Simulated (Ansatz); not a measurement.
The system is C.

```
C
1.0
     2.12732   -1.22828    0.00000
     2.12732    1.22828    0.00000
    -1.37907    0.00000    3.50283
C
2
Direct
  0.16664 0.16664 0.99991
  0.83336 0.83336 0.00009
```

This is a stacking variant of graphite.

Program: Ansatz 0.2.0. Alike in all runs: task single point; potentials or basis Ansatz PAW; no spin polarisation; cell as given; k mesh 7 × 7 × 4; cutoff (eV) 500; smearing fermi-dirac 0.05 eV; the mesh is coarse, so values aren't converged.

Question: Order these runs on this cell by their pressure, lowest first.
A. level r2SCAN0 form with a typed share of exact exchange; share of exact exchange 0
B. level r2SCAN0 form with a typed share of exact exchange; share of exact exchange 0.35
C. level r2SCAN0 form with a typed share of exact exchange; share of exact exchange 0.5
D. level r2SCAN0; share of exact exchange 0.25
E. level r2SCAN0 form with a typed share of exact exchange; share of exact exchange 0.15

Answer: C (-8.6 GPa), B (-6.2 GPa), D (-4.5 GPa), E (-2.8 GPa), A (-0.2 GPa).

Caveats: all runs use coarse meshes; the PAW data sets come from PBE, with cores solved anew for the run's functional, which leaves a small shift of forces and pressure; the thresholds are loose for stress (some runs).
